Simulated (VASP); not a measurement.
A run of VASP 6.6.1:

INCAR

```
SYSTEM = Te2Pt
ALGO = Normal
EDIFF = 1E-6
EDIFFG = -0.01
ENCUT = 600
IBRION = 2
ISIF = 3
ISMEAR = 1
LASPH = .True.
LCHARG = .False.
LMIXTAU = .True.
LREAL = .False.
LWAVE = .False.
METAGGA = R2SCAN
NELM = 80
NSW = 90
PREC = Accurate
SIGMA = 0.1
```

Contents of KPOINTS:

```
k-points
0
Gamma
  12 12 7
  0 0 0
```

File POSCAR:

```
Te2Pt
1.0
    4.0100000000      0.0000000000      0.0000000000
   -2.0050000000      3.4727618692      0.0000000000
    0.0000000000      0.0000000000      5.2010000000
Te Pt
2 1
Direct
    0.3333333333      0.6666666667      0.2500000000
    0.6666666667      0.3333333333      0.7500000000
    0.0000000000      0.0000000000      0.0000000000
```

Potentials or basis: VASP PAW PBE potentials, release 64 (Te, Pt).

Launch:

```bash
$ cat potpaw_PBE.64/Te/POTCAR potpaw_PBE.64/Pt/POTCAR > POTCAR
$ mpirun -np 1 vasp_std > vasp.out
```

Hardware: 1 thread of Intel(R) Xeon(R) Platinum 8375C CPU @ 2.90GHz (Ice Lake) (shared host).

Task: How long does it take, and how much memory?

Result: Run time: 46 min on 1 thread of Intel(R) Xeon(R) Platinum 8375C CPU @ 2.90GHz (Ice Lake) (shared host), peak memory 0.35 GiB. Counts: scf iterations 151, k points 112, ion steps 18.
